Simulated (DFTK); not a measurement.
SiC (Moissanite):

```
Si C
1.0
     3.07600    0.00000    0.00000
    -1.53800    2.66389    0.00000
     0.00000    0.00000    5.04800
Si C
2 2
Direct
  0.66667 0.33333 0.50000
  0.33333 0.66667 0.00000
  0.66667 0.33333 0.88500
  0.33333 0.66667 0.38500
```

Base run:

- Program: DFTK 0.8.2
- Functional: PBEsol
- Potentials or basis: cp2k.nc.sr.pbe.v0_1.largecore.gth (PBE, GTH)
- Cutoff: 1170 eV
- k mesh: 10 × 10 × 5
- Occupations: fermi-dirac, width 0.05 eV
- Spin: no spin polarisation

Its results: band gap on the k mesh 2.31 eV, indirect (least direct gap 3.93 eV); largest force 0.746 eV/Å.

The run is repeated on the same cell with these changes: functional from PBEsol to PBE. What comes out?

Band gap on the k mesh 2.49 eV, indirect (least direct gap 4.08 eV); largest force 0.737 eV/Å.

Caveats: the mesh misses the band edges, which the band path finds closer together; the potentials were made for another functional, which shifts forces and pressure (some runs).
